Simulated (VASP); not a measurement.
Runs of VASP 6.6.1 on Pb. The structure is cubic, space group Im-3m (No. 229). The conventional cell has a = 3.959 Å, b = 3.959 Å, c = 3.959 Å, α = 90.00°, β = 90.00°, γ = 90.00°. Pb (site symmetry m-3m) has 8 Pb at 3.43 Å as nearest neighbours. This isn't the form of Pb at room conditions, which is fcc.

```csv
level,spin,fixed moment (μB),cell,k mesh,smearing,gap on the mesh (eV),pressure (GPa),moment (μB)
PBEsol,"non-collinear, zero start, SOC",-,as given,11 × 11 × 11,gaussian 0.05 eV,-,-1.4,(a)
PBE,off,-,volume scaled by 0.94,9 × 9 × 9,fermi-dirac 0.05 eV,none,3.9,-
RPBE,"collinear, typed start",1.0,volume scaled by 0.98,9 × 9 × 9,tetrahedron,-,7.3,1.00
RPBE,"collinear, typed start",1.0,volume scaled by 1.06,9 × 9 × 9,tetrahedron,-,3.4,1.00
PBE,off,-,volume scaled by 1.06,9 × 9 × 9,fermi-dirac 0.05 eV,none,-1.4,-
```

Alike in all rows: task single point; potentials or basis VASP PAW PBE potentials, release 64 (Pb_d); cutoff (eV) 520.

Question: Estimate the missing entries.

Answer: (a) 0.00.

Caveats: the PAW data sets were made with another functional, which shifts forces and pressure a little (some runs); the total moment is fixed, so each spin has its own Fermi level (some runs).

A k mesh can miss the band edges, and rows without SOC leave out spin-orbit coupling on Pb.

A gap of «none» marks a metal or a gap under the smearing width.
